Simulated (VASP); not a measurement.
# Bi (Im-3m) in VASP: a series of runs

One crystal, Bi, is run at these levels: r2SCAN; tasks: relaxation of cell and atoms.

Everything below comes from runs of VASP 6.6.1. Logs are shortened: lines on timing, memory, paths and dates and some standing lists are left out, and cuts for length are marked.

### Step 1. The structure

It takes space group Im-3m (No. 229, cubic). Conventional cell: a = 3.963 Å, b = 3.963 Å, c = 3.963 Å, α = 90.00°, β = 90.00°, γ = 90.00°. Bi (site symmetry m-3m) is surrounded by 8 Bi at 3.43 Å.

This isn't the form of Bi at room conditions, which is rhombohedral.

### Step 2. Relaxation of cell and atoms, r2SCAN

Contents of INCAR:

```
SYSTEM = Bi
  ALGO = Normal
  EDIFF = 1E-6
  EDIFFG = -0.01
  ENCUT = 600
  IBRION = 2
  ISIF = 3
  ISMEAR = 1
  LASPH = .True.
  LCHARG = .False.
  LMIXTAU = .True.
  LREAL = .False.
  LWAVE = .False.
  METAGGA = R2SCAN
  NELM = 80
  NSW = 90
  PREC = Accurate
  SIGMA = 0.1
```

Contents of KPOINTS:

```
k-points
0
Gamma
  14 14 14
  0 0 0
```

Contents of POSCAR:

```
Bi
1.0
   -1.9814305300      1.9814305300      1.9814305300
    1.9814305300     -1.9814305300      1.9814305300
    1.9814305300      1.9814305300     -1.9814305300
Bi
1
Direct
    0.0000000000      0.0000000000      0.0000000000
```

Potentials or basis: VASP PAW PBE potentials, release 64 (Bi_d).

Command:

```sh
$ cat potpaw_PBE.64/Bi_d/POTCAR > POTCAR
$ mpirun -np 1 vasp_std > vasp.out
```

OUTCAR:

```text
SYSTEM = Bi
   EDIFF = 1E-6
   EDIFFG = -0.01
   ENCUT = 600
   IBRION = 2
   ISIF = 3
   ISMEAR = 1
   LASPH = .True.
   LREAL = .False.
   METAGGA = R2SCAN
   NELM = 80
   NSW = 90
   PREC = Accurate

 ion  position               nearest neighbor table
   1  0.000  0.000  0.000-

  LATTYP: Found a body centered cubic cell.
 ALAT       =     3.9628610600

  Lattice vectors:

 A1 = (  -1.9814305300,   1.9814305300,   1.9814305300)
 A2 = (   1.9814305300,  -1.9814305300,   1.9814305300)
 A3 = (   1.9814305300,   1.9814305300,  -1.9814305300)

Analysis of symmetry for initial positions (statically):
=====================================================================
 Subroutine PRICEL returns:
 Original cell was already a primitive cell.

 Routine SETGRP: Setting up the symmetry group for a
 body centered cubic supercell.

 Subroutine GETGRP returns: Found 48 space group operations
 (whereof 48 operations were pure point group operations)
 out of a pool of 48 trial point group operations.

The static configuration has the point symmetry O_h .

Analysis of symmetry for dynamics (positions and initial velocities):
=====================================================================
 Subroutine PRICEL returns:
 Original cell was already a primitive cell.

 Routine SETGRP: Setting up the symmetry group for a
 body centered cubic supercell.

 Subroutine GETGRP returns: Found 48 space group operations
 (whereof 48 operations were pure point group operations)
 out of a pool of 48 trial point group operations.

The dynamic configuration has the point symmetry O_h .

 Subroutine INISYM returns: Found 48 space group operations
 (whereof 48 operations are pure point group operations),
 and found     1 'primitive' translations

----------------------------------------------------------------------------------------

                                     Primitive cell

  volume of cell :      31.1169

  direct lattice vectors                    reciprocal lattice vectors
    -1.981430530  1.981430530  1.981430530     0.000000000  0.252342937  0.252342937
     1.981430530 -1.981430530  1.981430530     0.252342937  0.000000000  0.252342937
     1.981430530  1.981430530 -1.981430530     0.252342937  0.252342937  0.000000000

  length of vectors
     3.431938350  3.431938350  3.431938350     0.356866804  0.356866804  0.356866804

  position of ions in fractional coordinates (direct lattice)
     0.000000000  0.000000000  0.000000000

  ion indices of the primitive-cell ions
   primitive index   ion index
                 1           1

----------------------------------------------------------------------------------------

 KPOINTS: k-points

Automatic generation of k-mesh.
 Grid dimensions read from file:
 generate k-points for:   14   14   14

 Generating k-lattice:

  Cartesian coordinates                     Fractional coordinates (reciprocal lattice)
     0.000000000  0.018024496  0.018024496     0.071428571  0.000000000  0.000000000
     0.018024496  0.000000000  0.018024496     0.000000000  0.071428571  0.000000000
     0.018024496  0.018024496  0.000000000     0.000000000  0.000000000  0.071428571

  Length of vectors
     0.025490486  0.025490486  0.025490486

  Shift w.r.t. Gamma in fractional coordinates (k-lattice)
     0.000000000  0.000000000  0.000000000

 Subroutine IBZKPT returns following result:
 ===========================================

 Found    104 irreducible k-points:

 Following reciprocal coordinates:
            Coordinates               Weight
  0.000000  0.000000  0.000000      1.000000
  0.071429  0.000000  0.000000     12.000000
  0.142857  0.000000  0.000000     12.000000
  0.214286  0.000000  0.000000     12.000000
  0.285714  0.000000  0.000000     12.000000
  0.357143  0.000000  0.000000     12.000000
[... 16 lines left out ...]
  0.285714  0.285714  0.000000     24.000000
  0.357143  0.285714 -0.000000     24.000000
 [... further k-points ...]
   k-points           NKPTS =    104   k-points in BZ     NKDIM =    104   number of bands    NBANDS=     11
   number of dos      NEDOS =    301   number of ions     NIONS =      1
   total plane-waves  NPLWV =  21952
   dimension x,y,z NGX =    28 NGY =   28 NGZ =   28
   dimension x,y,z NGXF=    56 NGYF=   56 NGZF=   56
   ions per type =               1
   NGX,Y,Z   is equivalent  to a cutoff of  13.56, 13.56, 13.56 a.u.
   NGXF,Y,Z  is equivalent  to a cutoff of  27.13, 27.13, 27.13 a.u.
 SYSTEM =  Bi
   PREC   = accura    normal or accurate (medium, high low for compatibility)
   ISTART =      0    job   : 0-new  1-cont  2-samecut
   ICHARG =      2    charge: 1-file 2-atom 10-const
   ISPIN  =      1    spin polarized calculation?
   LNONCOLLINEAR =      F non collinear calculations
   LSORBIT =      F    spin-orbit coupling
   LASPH  =      T    aspherical Exc in radial PAW
   ENCUT  =  600.0 eV  44.10 Ry    6.64 a.u.   6.85  6.85  6.85*2*pi/ulx,y,z
   NELM   =     80;   NELMIN=  2; NELMDL= -5     # of ELM steps
   EDIFF  = 0.1E-05   stopping-criterion for ELM
   LREAL  =      F    real-space projection
   EDIFFG = -.1E-01   stopping-criterion for IOM
   NSW    =     90    number of steps for IOM
   IBRION =      2    ionic relax: 0-MD 1-quasi-New 2-CG
   NFREE  =      1    steps in history (QN), initial steepest desc. (CG)
   ISIF   =      3    stress and relaxation
   ISYM   =      2    0-nonsym 1-usesym 2-fastsym
   POTIM  = 0.5000    time-step for ionic-motion
   TEBEG  =    0.0;   TEEND  =   0.0 temperature during run
   PSTRESS=    0.0 pullay stress
   NELECT =      15.0000    total number of electrons
   NUPDOWN=      -1.0000    fix difference up-down
   EMIN   =  10.00;   EMAX   =-10.00  energy-range for DOS
   EFERMI =   0.00;   METHOD = LEGACY
   ISMEAR =     1;   SIGMA  =   0.10  broadening in eV -4-tet -1-fermi 0-gaus
   EFERMI_NEDOS =   21; number of points for ismear=-14 and -15
   IALGO  =     38    algorithm
   IMIX   =      4    mixing-type and parameters
     AMIX     =   0.40;   BMIX     =  1.00
     AMIX_MAG =   1.60;   BMIX_MAG =  1.00
  volume/ion in A,a.u.               =      31.12       209.99
  Fermi-wavevector in a.u.,A,eV,Ry     =   1.283630  2.425708 22.418388  1.647705
  Thomas-Fermi vector in A             =   2.415871
   LORBIT       =      0    0 simple, 1 ext, 2 COOP (PROOUT), +10 PAW based schemes
   METAGGA = R2SCAN    functional components
   LHFCALC =     F    Hartree Fock is set to
   AEXX    =    0.0000 exact exchange contribution
   IVDW    =     0    specifies the selected vdW correction
   LEPSILON=     F    determine dielectric tensor
   LRPA    =     F    only Hartree local field effects (RPA)
 conjugate gradient relaxation of ions
 non-spin polarized calculation
 Methfessel and Paxton  Order N= 1 SIGMA  =   0.10
  energy-cutoff  :      600.00
  volume of cell :       31.12
 maximum number of plane-waves:      1055
   NGX = 13   NGY = 13   NGZ = 13

--------------------------------------- Ionic step        1  -------------------------------------------

 number of electron      14.9999994 magnetization

 Free energy of the ion-electron system (eV)
  ---------------------------------------------------
  ext. energy  EPLUGINS =         0.00000000
  ---------------------------------------------------
  free energy    TOTEN  =       -58.26236570 eV

  energy without entropy =      -58.26188986  energy(sigma->0) =      -58.26220709

------------------------ aborting loop because EDIFF is reached ----------------------------------------

  FORCE on cell =-STRESS in cart. coord.  units (eV):
  Direction    XX          YY          ZZ          XY          YZ          ZX
  --------------------------------------------------------------------------------------
  -------------------------------------------------------------------------------------
  Total       -0.0126927     -0.0126927     -0.0126927      0.0000000      0.0000000      0.0000000
  in kB       -0.6535323     -0.6535323     -0.6535323      0.0000000      0.0000000      0.0000000
  external PRESSURE =      -0.6535323 kB  Pullay stress =       0.0000000 kB

 VOLUME and BASIS-vectors are now :
 -----------------------------------------------------------------------------
  energy-cutoff  :      600.00
  volume of cell :       31.12
      direct lattice vectors                 reciprocal lattice vectors
    -1.981430530  1.981430530  1.981430530     0.000000000  0.252342937  0.252342937
     1.981430530 -1.981430530  1.981430530     0.252342937  0.000000000  0.252342937
     1.981430530  1.981430530 -1.981430530     0.252342937  0.252342937  0.000000000
[... 36 lines left out ...]
 POSITION                                       TOTAL-FORCE (eV/Angst)
 -----------------------------------------------------------------------------------
      0.00000      0.00000      0.00000         0.000000      0.000000     -0.000000
 -----------------------------------------------------------------------------------
    total drift:                                0.000000      0.000000      0.000000

  FREE ENERGIE OF THE ION-ELECTRON SYSTEM (eV)
  ---------------------------------------------------
  free  energy   TOTEN  =       -58.2623671547 eV

  energy  without entropy=      -58.2618845017  energy(sigma->0) =      -58.26220627

--------------------------------------- Ionic step        3  -------------------------------------------

 number of electron      14.9999994 magnetization

 Free energy of the ion-electron system (eV)
  ---------------------------------------------------
  ext. energy  EPLUGINS =         0.00000000
  ---------------------------------------------------
  free energy    TOTEN  =       -58.26237040 eV

  energy without entropy =      -58.26189108  energy(sigma->0) =      -58.26221062

 E-fermi :   7.7632     XC(G=0): -11.0719

 val. band max:        7.7545740226   @ k =   0.2143   0.2143   0.0000
 cond. band min:       7.7779748770   @ k =  -0.4286   0.4286   0.2857
 fundamental gap:      0.0234008544
 Fermi energy:         7.7632426801

 k-point     1 :       0.0000    0.0000    0.0000
  band No.  band energies     occupation
      1     -15.9050      2.00000
      2     -15.9050      2.00000
      3     -15.9050      2.00000
      4     -15.7614      2.00000
      5     -15.7614      2.00000
      6      -6.2870      2.00000
      7      13.1969      0.00000
      8      13.1969      0.00000
      9      13.1969      0.00000
     10      17.9782      0.00000
     11      19.1284      0.00000

 k-point     2 :       0.0714    0.0000    0.0000
  band No.  band energies     occupation
      1     -15.9072      2.00000
      2     -15.9012      2.00000
      3     -15.8936      2.00000
      4     -15.7640      2.00000
      5     -15.7619      2.00000
      6      -6.1884      2.00000
      7      12.2057      0.00000
      8      12.8854      0.00000
      9      13.1154      0.00000
     10      18.0155      0.00000
     11      18.4763      0.00000
[... 295 lines left out ...]
 k-point    24 :       0.3571    0.2857   -0.0000
  band No.  band energies     occupation
      1     -15.9129      2.00000
      2     -15.8199      2.00000
      3     -15.7992      2.00000
      4     -15.7555      2.00000
      5     -15.7285      2.00000
      6      -2.5400      2.00000
      7       3.9289      2.00000
      8       5.0456      2.00000
      9      10.3506      0.00000
     10      16.9425      0.00000
     11      19.0478      0.00000

 [... further k-points ...]

------------------------ aborting loop because EDIFF is reached ----------------------------------------

  FORCE on cell =-STRESS in cart. coord.  units (eV):
  Direction    XX          YY          ZZ          XY          YZ          ZX
  --------------------------------------------------------------------------------------
  -------------------------------------------------------------------------------------
  Total       -0.0006298     -0.0006298     -0.0006298      0.0000000     -0.0000000      0.0000000
  in kB       -0.0324633     -0.0324633     -0.0324633      0.0000000     -0.0000000      0.0000000
  external PRESSURE =      -0.0324633 kB  Pullay stress =       0.0000000 kB

 VOLUME and BASIS-vectors are now :
 -----------------------------------------------------------------------------
  energy-cutoff  :      600.00
  volume of cell :       31.09
      direct lattice vectors                 reciprocal lattice vectors
    -1.980753966  1.980753966  1.980753966     0.000000000  0.252429130  0.252429130
     1.980753966 -1.980753966  1.980753966     0.252429130  0.000000000  0.252429130
     1.980753966  1.980753966 -1.980753966     0.252429130  0.252429130  0.000000000

 POSITION                                       TOTAL-FORCE (eV/Angst)
 -----------------------------------------------------------------------------------
      0.00000      0.00000      0.00000        -0.000000      0.000000     -0.000000
 -----------------------------------------------------------------------------------
    total drift:                               -0.000000      0.000000      0.000000

  FREE ENERGIE OF THE ION-ELECTRON SYSTEM (eV)
  ---------------------------------------------------
  free  energy   TOTEN  =       -58.2623703956 eV

  energy  without entropy=      -58.2618910834  energy(sigma->0) =      -58.26221062

 reached required accuracy - stopping structural energy minimisation
```

Run time: 3.6 min. Hardware: 1 thread of AMD EPYC 9R45 (Zen 5), shared host; peak memory 0.17 GiB.

What came out:

```yaml
Free_energy: -58.2624 eV
Relaxed_volume: 31.09 Å³/atom
Relaxed_cell: a = 3.431 Å, b = 3.431 Å, c = 3.431 Å, α = 109.47°, β = 109.47°, γ = 109.47°
Space_group_after_relaxing_to_0.05_Å: Im-3m (No. 229)
Energy_gained_by_relaxing: 0.0 meV/atom
Ionic_steps: 3
Pressure_after_relaxing: 0.0 GPa
Band_gap_on_the_k_mesh: none (metal or under the smearing width)
```

Final structure:
```
Bi
1.0
    -1.98075    1.98075    1.98075
     1.98075   -1.98075    1.98075
     1.98075    1.98075   -1.98075
Bi
1
Direct
  0.00000 0.00000 0.00000
```

Caveat: the PAW data sets were made with another functional, which shifts forces and pressure a little; spin-orbit coupling is left out, which moves the levels of the heavy elements.

### Step 3. Relaxation of cell and atoms, r2SCAN

INCAR, as its differences from that of step 2:

```diff
@@ -2,4 +2,4 @@
   ALGO = Normal
-  EDIFF = 1E-6
-  EDIFFG = -0.01
+  EDIFF = 1E-7
+  EDIFFG = -0.005
   ENCUT = 600
```

KPOINTS is that of step 2.

Contents of POSCAR:

```
Bi                                      
1.0
   -1.9807539658      1.9807539658      1.9807539658
    1.9807539658     -1.9807539658      1.9807539658
    1.9807539658      1.9807539658     -1.9807539658
  Bi            
     1
Direct
     0.0000000000000000    0.0000000000000000    0.0000000000000000
```

Potentials or basis: VASP PAW PBE potentials, release 64 (Bi_d).

Command:

```sh
$ cat potpaw_PBE.64/Bi_d/POTCAR > POTCAR
$ mpirun -np 1 vasp_std > vasp.out
```

Wall time 1.8 min (1 thread of AMD EPYC 9R45 (Zen 5), shared host); peak memory 0.16 GiB.

It converged, with:

```
Free energy             : -58.2624 eV
Pressure after relaxing : 0.0 GPa
Band gap on the k mesh  : none (metal or under the smearing width)
```

Final structure:
```
Bi
1.0
    -1.98075    1.98075    1.98075
     1.98075   -1.98075    1.98075
     1.98075    1.98075   -1.98075
Bi
1
Direct
  0.00000 0.00000 0.00000
```

Levels at points of the mesh, in eV from the Fermi level:
```csv
k point,band 5,band 6,band 7,band 8,band 9,band 10
"(0.00, 0.00, 0.00)",-23.52,-14.05,5.43,5.43,5.43,10.22
"(0.50, 0.00, 0.00)",-23.43,-10.79,-5.23,1.65,3.80,6.65
"(0.50, 0.50, 0.50)",-23.45,-8.48,-1.90,-1.90,-1.90,4.08
```

Caveat: the relaxation stopped at its first step, so nothing moved; the PAW data sets were made with another functional, which shifts forces and pressure a little; spin-orbit coupling is left out, which moves the levels of the heavy elements.
